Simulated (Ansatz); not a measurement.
Ansatz input

```yaml
crystal:
  lattice:
    - [3.1147292043, 1.7982897445, 3.8035046291]
    - [-3.1147292043, 1.7982897445, 3.8035046291]
    - [0.0, -3.5965794891, 3.803504629]
  atoms:
    - { symbol: Hg, position: [0.0, 0.0, 0.0] }
hamiltonian:
  xc: blyp
  pseudopotentials:
    kind: paw_fr
    azcp:
      Hg: "pseudopotentials/Hg.paw.azcp"
basis:
  ecutwfc: 420
  fft_grid_basis: typed
kpoints:
  mp_grid: { grid: [7, 7, 7], shift: [0, 0, 0] }
magnetization:
  noncollinear: true
  spin_orbit: true
scf:
  occupations: { method: fermi_dirac, width: 0.1 }
```

Output

```
Engine: ansatz 0.2.0, x86_64-unknown-linux-gnu
Pseudopotentials: kind: paw_fr
Pseudopotential: Hg, paw_fr, valence charge 20, recommended cutoff 420 eV (normal) 
Functional definition: BLYP
  parameter beta = 0.0042
  parameter a = 0.04918
  parameter b = 0.132
  parameter c = 0.2533
  parameter d = 0.349
  exchange = b88_x(beta = beta)
  correlation = lyp_c(a = a, b = b, c = c, d = d)
non-collinear run that drives no moment, with spin-orbit: no starting moment large enough to seed its density (crystal.atoms[].spin), no starting occupations that ask for one, no magnetisation constraint and no magnetic field, so the semilocal B_xc is pinned to zero
Crystal: 1 atoms, lattice volume = 127.825 Å³
Basis set: ecut = 420 eV, 2509 PW (Γ), exchange–correlation on 72×72×72 points (8 copies of the dense FFT grid, shifted against one another)
Bands: 28, of which v1, the nominal top of the filled ones, is band 20 counted from 1 (19 counted from 0)
Symmetry: 12 space group operations + 12 with time reversal
Magnetic group: BNS 166.98 (UNI 1328), of the structure as read, at distance tolerance 5.0e-5 Å
k-points: 44 of 343
Projection manifold: j_resolved (fully-relativistic pseudo-atomic orbitals)
Non-local potential: Hg, projectors of the file, l = 0: 3, l = 1: 4, l = 2: 4, l = 3: 2
PAW form: soft (Blöchl's): semilocal exchange-correlation on the pseudo side does not see the compensation charge
PAW frozen core: Hg, regenerated for the run's functional, and the local potential with it (the file was generated under x = pbe(κ = 0.804, μ = 0.2195149727645171), c = pbe(β = 0.06672455060314922))
PAW one-centre angular grid: Hg, 590 points (default); XC on 64 Gauss nodes
Initial density: superposition of atomic densities (chi_scale 0.1, normalization cell)
Initial wavefunctions: pseudopotential atomic-orbital guess
Functional: x = b88, c = lyp
SCF iter   1: F=—  HF=-13882.182171 eV  |F-HF|=—  |Δ(HF+E_count)|=         —  Δρ=2.38e-3  dr2=1.04e-2  dr2_m=0.00e0 (ungated)  ethr=3.10e-3  |M|=0.00e0 ∫|m|=0.00e0 μB  |m|>n=0.0e0 m-floor=0.0e0 τ_xc=0.0e0  β_m=0.30  ⟨swp⟩=7.3  Hψ=3060  notcnv=0
SCF iter   2: F=—  HF=-13882.179089 eV  |F-HF|=—  |Δ(HF+E_count)|=   3.08e-3  Δρ=7.65e-4  dr2=1.04e-3  dr2_m=0.00e0 (ungated)  ethr=5.22e-5  |M|=0.00e0 ∫|m|=0.00e0 μB  |m|>n=0.0e0 m-floor=0.0e0 τ_xc=0.0e0  β_m=0.36  ⟨swp⟩=2.8  Hψ=1056  notcnv=0
SCF iter   3: F=—  HF=-13882.178698 eV  |F-HF|=—  |Δ(HF+E_count)|=   3.91e-4  Δρ=3.09e-4  dr2=4.33e-5  dr2_m=0.00e0 (ungated)  ethr=5.20e-6  |M|=0.00e0 ∫|m|=0.00e0 μB  |m|>n=0.0e0 m-floor=0.0e0 τ_xc=0.0e0  β_m=0.56  ⟨swp⟩=2.0  Hψ=835  notcnv=0
SCF iter   4: F=—  HF=-13882.178710 eV  |F-HF|=—  |Δ(HF+E_count)|=   1.16e-5  Δρ=4.66e-5  dr2=2.10e-6  dr2_m=0.00e0 (ungated)  ethr=2.17e-7  |M|=0.00e0 ∫|m|=0.00e0 μB  |m|>n=0.0e0 m-floor=0.0e0 τ_xc=0.0e0  β_m=0.73  ⟨swp⟩=2.0  Hψ=1010  notcnv=0
SCF iter   5: F=-13882.178709 eV  HF=-13882.178709 eV  |F-HF|=9.16e-9  |Δ(HF+E_count)|=   6.46e-7  Δρ=5.98e-6  dr2=2.28e-8  dr2_m=0.00e0 (ungated)  ethr=5.00e-10  |M|=0.00e0 ∫|m|=0.00e0 μB  |m|>n=0.0e0 m-floor=0.0e0 τ_xc=0.0e0  ⟨swp⟩=2.0  Hψ=1671  notcnv=0
SCF 1 converged in 5 iterations: F = -13882.178709 eV  dr2 = 2.28e-8
SCF converged after 5 iterations
Magnetization: |M| = 0.0000 μB,  M = (+0.0000, +0.0000, +0.0000) μB
Absolute magnetization: 0.0000 μB (∫|m|)
  site 0: m = (+0.0000, +0.0000, +0.0000) μB, |m| = 0.0000 μB  (R = 2.16 Å)
Free energy (F): -13882.178709 eV
Harris-Foulkes:  -13882.178709 eV  (|F-HF|=9.16e-9)
Internal energy: -13882.178709 eV  (E = F + TS)
E sigma→0 (E₀):  -13882.178709 eV
Fermi energy:    -0.806483 eV
--- Per-component energies (eV) ---
  E_band       = -681.720313
  E_kinetic    = 605.595941
  E_local      = -4709.901262  (includes V_loc(G=0)·N_el)
  E_nonlocal   = 54.441379
  E_hartree    = 2030.783167
  E_xc         = -217.552115
  E_vxc        = -257.629404  (∫ρ·V_xc dr)
  E_paw        = -10006.957287  (= ΣΔE_a)
  E_vpaw       = -435.782513  (= ΣTr[D̂ρ^β])
  E_aug_tail   = 0.000845  (compensation charges beyond the density's cutoff)
  E_ewald      = -1638.738330
  E_core_change = 0.148953  (= ΣΔE_core)
  E_smearing   = -0.000000  (= −TS)
  E_closure    = 0.000000  (closes the sum)
  Σ components = -13882.178709   (vs F -13882.178709, Δ=0.00e0)
```
